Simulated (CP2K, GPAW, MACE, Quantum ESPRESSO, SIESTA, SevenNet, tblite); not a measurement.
# Running hcp Mg, size series (64 atoms) with SIESTA, part 2 of 2

How do the settings of SIESTA change the result for hcp Mg, size series (64 atoms)? A plane-wave run serves as the yardstick.

Program: SIESTA 5.4.2; the method stands at each step. Banners, paths, timers and routine set-up lines are dropped from the logs unmarked, and long logs keep their key lines alone; longer cuts are marked. The potentials were converted by us to PSML.

So far. Step 2 (PBE, DZP, shift 0.01 Ry, mesh 500 Ry): Forces lie 59 % from the reference's, at 0.89 times its CPU time (on 2 against 4 cores).

## Step 3: PBE, DZP, shift 0.02 Ry, mesh 500 Ry

Method: Kohn-Sham DFT, PBE, PseudoDojo 0.4.1 norm-conserving pseudopotentials (converted to PSML), numerical atomic orbitals (DZP), diagonalisation.

Input file input.fdf:

```
SystemLabel cell
NumberOfAtoms 64
NumberOfSpecies 1
%block ChemicalSpeciesLabel
  1 12 Mg
%endblock ChemicalSpeciesLabel
LatticeConstant 1.0 Ang
%block LatticeVectors
  12.83600 0.00000 0.00000
  -6.41800 11.11630 0.00000
  0.00000 0.00000 10.42200
%endblock LatticeVectors
PAO.BasisSize DZP
PAO.EnergyShift 0.02 Ry
XC.Functional GGA
XC.Authors PBE
MeshCutoff 500 Ry
%block kgrid_Monkhorst_Pack
  1 0 0 0.0
  0 1 0 0.0
  0 0 1 0.0
%endblock kgrid_Monkhorst_Pack
SolutionMethod diagon
OccupationFunction FD
ElectronicTemperature 580 K
SCF.Mixer.Method Pulay
SCF.Mixer.Weight 0.05
SCF.Mixer.History 8
SCF.Mix Hamiltonian
MaxSCFIterations 300
SCF.DM.Tolerance 1e-04
SCF.H.Tolerance 1.0e-3 eV
WriteForces T
Write.HirshfeldPop T
Write.VoronoiPop T
Write.DM F
Write.H F
XML.Write F
AtomicCoordinatesFormat Fractional
%block AtomicCoordinatesAndAtomicSpecies
[... 64 atom lines left out: the same atoms as in the first run ...]
%endblock AtomicCoordinatesAndAtomicSpecies
```

On the command line:

```
OMP_NUM_THREADS=1 mpirun -np 2 siesta < input.fdf > output.txt
```

Output:

```text
Version         : 5.4.2
reinit: System Name:
reinit: System Label: cell
initatom: Reading input for the pseudopotentials and atomic orbitals ----------
Species number:   1 Atomic number:   12 Label: Mg
Ground state valence configuration (from tables):   3s02  3p00  3d00  4f00
---- Processing specs for species: Mg
GGA--PBE XC_GGA_X_PBE--XC_GGA_C_PBE pb
Semicore shell(s) with  8 electrons included in the valence for Mg
Semicore shell(s): 2s 2p
Fallback to non-perturbative polarization scheme for Mg
Please see the manual if this is not desired in principle
Mg pseudopotential only contains V_ls up to l=1 -- lmxkb reset.
Using PAO.SplitTailNorm
%block ChemicalSpeciesLabel
    1   12 Mg                      # Species index, atomic number, species label
%endblock ChemicalSpeciesLabel
[... lines left out ...]
Total number of electrons:   640.000000
[... lines left out ...]
stepf: Fermi-Dirac step function
        iscf     Eharris(eV)        E_KS(eV)     FreeEng(eV)     dDmax    Ef(eV) dHmax(eV)
[... lines left out ...]
SCF Convergence by DM+H criterion
[... lines left out ...]
SCF cycle converged after 15 iterations
[... lines left out ...]
   Max    0.933750
[... lines left out ...]
   Max    0.933750    constrained
Stress tensor Voigt[x,y,z,yz,xz,xy] (kbar):       23.18       23.45       39.66        0.51       -0.32        0.43
[... lines left out ...]
siesta: Program's energy decomposition (eV):
siesta: Ebs     =    -28220.207527
siesta: Eions   =    126262.715353
siesta: Ena     =      8235.837434
siesta: Ekin    =     59076.385262
siesta: Enl     =    -31384.152495
siesta: DEna    =       756.691272
siesta: DUscf   =        25.024875
siesta: Ex      =    -13017.375068
siesta: Ec      =      -765.993183
siesta: Exc     =    -13783.368251
siesta: Eharris =   -103336.297242
siesta: Etot    =   -103336.297257
siesta: FreeEng =   -103336.692464
siesta: Final energy (eV):
siesta:  Band Struct. =  -28220.207527
siesta:       Kinetic =   59076.385262
siesta:       Hartree =   37895.249406
siesta:         Exch. =  -13017.375068
siesta:         Corr. =    -765.993183
siesta:   Exch.-corr. =  -13783.368251
siesta:  Ion-electron = -145188.496382
siesta:       Ion-ion =  -41336.067291
siesta:         Total = -103336.297257
siesta:         Fermi =      -2.725952
siesta: Stress tensor (static) (eV/Ang**3):
siesta:     0.014466    0.000267   -0.000198
siesta:     0.000267    0.014633    0.000321
siesta:    -0.000198    0.000321    0.024757
siesta: Cell volume =       1487.102953 Ang**3
siesta: Pressure (static):
siesta:                Solid            Molecule  Units
siesta:          -0.00019552         -0.00027999  Ry/Bohr**3
siesta:          -0.01795213         -0.02570725  eV/Ang**3
siesta:         -28.76247529        -41.18755032  kBar
    Orbital volume contribution        =          34.174718 eV
    (Free)E + p_basis*V_orbitals       =     -103302.517746 eV
    (Free)Eharris+ p_basis*V_orbitals  =     -103302.517732 eV
Hirshfeld Atomic Populations:
Atom #   charge [q] valence [e]  Species
     1     0.000403    9.999597  Mg
     2    -0.001830   10.001830  Mg
     3    -0.003205   10.003205  Mg
[...]
--------------------
 Total     0.000040
Voronoi Atomic Populations:
Atom #   charge [q] valence [e]  Species
[...]
63    -0.002340   10.002340  Mg
    64    -0.005784   10.005784  Mg
--------------------
 Total     0.000040
```

The job ended after 65 s (2 MPI ranks of Arm Neoverse V2, shared host; peak memory 1.2 GiB; 2.2 min of CPU time).

Numbers from this run, and their distance from the reference:

```
r.m.s. force component                  : 0.2321 eV/Å
r.m.s. difference of force components   : 58.03 meV/Å
longest difference of force vectors     : 233 meV/Å
force difference over r.m.s. force      : 32.59 %
slope of forces against the reference's : 1.296
correlation of force components         : 0.9946
pressure                                : -2.876 GPa
pressure difference                     : -2.383 GPa
```

This run lies far from the reference in forces at the same functional. Basis and potentials both differ; the latter hold 640 valence electrons against the reference's 128.

Against the first run (59 %), the force difference from the reference is 33 %, at 0.80 times the CPU time: tighter orbitals come nearer here, likely by a cancellation of errors.

## Step 4: PBE, TZP, shift 0.01 Ry, mesh 500 Ry

Method: Kohn-Sham DFT, PBE, PseudoDojo 0.4.1 norm-conserving pseudopotentials (converted to PSML), numerical atomic orbitals (TZP), diagonalisation.

Edit input.fdf of step 3 so:

```diff
@@ -12,4 +12,4 @@
 %endblock LatticeVectors
-PAO.BasisSize DZP
-PAO.EnergyShift 0.02 Ry
+PAO.BasisSize TZP
+PAO.EnergyShift 0.01 Ry
 XC.Functional GGA
```

Output:

```text
Version         : 5.4.2
reinit: System Name:
reinit: System Label: cell
initatom: Reading input for the pseudopotentials and atomic orbitals ----------
Species number:   1 Atomic number:   12 Label: Mg
Ground state valence configuration (from tables):   3s02  3p00  3d00  4f00
---- Processing specs for species: Mg
GGA--PBE XC_GGA_X_PBE--XC_GGA_C_PBE pb
[... lines left out ...]
        iscf     Eharris(eV)        E_KS(eV)     FreeEng(eV)     dDmax    Ef(eV) dHmax(eV)
[... lines left out ...]
SCF Convergence by DM+H criterion
[... lines left out ...]
SCF cycle converged after 15 iterations
[... lines left out ...]
   Max    1.026104
[... lines left out ...]
   Max    1.026104    constrained
Stress tensor Voigt[x,y,z,yz,xz,xy] (kbar):       -0.48       -0.21        7.37        0.49       -0.34        0.57
[... lines left out ...]
siesta: FreeEng =   -103384.481405
[... lines left out ...]
siesta:         Fermi =      -3.305662
[... lines left out ...]
siesta:     0.000355   -0.000130    0.000308
siesta:    -0.000214    0.000308    0.004599
siesta: Cell volume =       1487.102953 Ang**3
siesta: Pressure (static):
siesta:                Solid            Molecule  Units
siesta:          -0.00001513         -0.00011208  Ry/Bohr**3
siesta:          -0.00138938         -0.01029037  eV/Ang**3
siesta:          -2.22602832        -16.48699462  kBar
    Orbital volume contribution        =          54.375868 eV
    (Free)E + p_basis*V_orbitals       =     -103330.105537 eV
    (Free)Eharris+ p_basis*V_orbitals  =     -103330.105545 eV
Hirshfeld Atomic Populations:
Atom #   charge [q] valence [e]  Species
     1     0.000250    9.999750  Mg
     2    -0.001686   10.001686  Mg
     3    -0.002885   10.002885  Mg
[...]
--------------------
 Total     0.000011
Voronoi Atomic Populations:
Atom #   charge [q] valence [e]  Species
[...]
63    -0.002396   10.002396  Mg
    64    -0.005812   10.005812  Mg
--------------------
 Total     0.000011
```

Run time: 97 s. Hardware: 2 MPI ranks; peak memory 1.5 GiB.

Against the reference:

```
r.m.s. force component                  : 0.2663 eV/Å
r.m.s. difference of force components   : 89.94 meV/Å
longest difference of force vectors     : 334.7 meV/Å
force difference over r.m.s. force      : 50.5 %
slope of forces against the reference's : 1.491
correlation of force components         : 0.9969
pressure                                : -0.2226 GPa
pressure difference                     : 0.2704 GPa
```

This run lies far from the reference in forces at the same functional. Basis and potentials both differ; the latter hold 640 valence electrons against the reference's 128.

Against the first run (59 %), the force difference from the reference is 51 %, at 1.2 times the CPU time, with 640 basis functions against 576: the larger basis brings the forces nearer.

The run ends at a pressure of -0.22 GPa, with forces up to 1.1 eV/Å.

## Step 5: All runs compared

Differences are against the plane-wave reference, forces as r.m.s. over components; share is that over the reference's r.m.s. force, slope the least-squares factor from reference forces to these. Total energies of different programs have different zeros and aren't compared.

| run | Δ force, r.m.s. (meV/Å) | share (%) | slope | Δ pressure (GPa) | cores | CPU time | memory (GiB) |
| --- | --- | --- | --- | --- | --- | --- | --- |
| reference | - | - | - | - | 4 | 3 min | 2.5 |
| SIESTA PBE, DZP, shift 0.01 Ry, mesh 500 Ry | 105 | 59.2 | 1.579 | 0.835 | 2 | 2.7 min | 1.4 |
| SIESTA PBE, DZP, shift 0.02 Ry, mesh 500 Ry | 58.0 | 32.6 | 1.296 | -2.38 | 2 | 2.2 min | 1.2 |
| SIESTA PBE, TZP, shift 0.01 Ry, mesh 500 Ry | 89.9 | 50.5 | 1.491 | 0.270 | 2 | 3.2 min | 1.5 |

CPU time is summed over cores on a shared host, where runs went side by side, so it is rough. Symmetry, cutoffs, thresholds, outputs and thread counts weren't matched or tuned between programs; memory under MPI is the largest rank's times the ranks.

## Step 6: Outcome

```
nearest in forces : SIESTA PBE, DZP, shift 0.02 Ry, mesh 500 Ry, 33 %
its CPU time      : 2.2 min
```

The PBE runs in local orbitals differ by 33 % (SIESTA PBE, DZP, shift 0.02 Ry, mesh 500 Ry) to 59 % (SIESTA PBE, DZP, shift 0.01 Ry, mesh 500 Ry); basis, grid and potentials can all enter. None of the electronic-structure runs in the table takes under half the reference's CPU time of 3 min; they take 0.72 to 1.1 times as much. SIESTA PBE, DZP, shift 0.01 Ry, mesh 500 Ry stiffens the forces by a factor of 1.58 while following their directions (correlation 0.997); the slopes of the 3 SIESTA runs lie between 1.30 and 1.58. In pressure, SIESTA PBE, DZP, shift 0.02 Ry, mesh 500 Ry misses by -2.4 GPa, at the same functional. The potentials hold different valence shells: 128 electrons in the reference, 640 in SIESTA; this bears on time and differences. The reference's pressure holds the uncorrected Pulay stress of its 45 Ry basis, so small pressure differences, and their order, may be the reference's own error. The electronic-structure runs sample only Γ, in a cell whose shortest periodic width is 10 Å, which is coarse for a cell with partly filled levels.

[Also dropped from logs without a mark: logging warnings of Python, and SIESTA's first energy breakdown and zero terms.]

[Logs are printed without paths, hosts, clocks, repeated set-up lines and the standing remarks that a program may print on its own settings, such as how far it seeks lower states.]

[Hosts, paths, dates, database ids (printed as entryN), source tags and the programs' standing remarks are cut or masked in the printed files.]
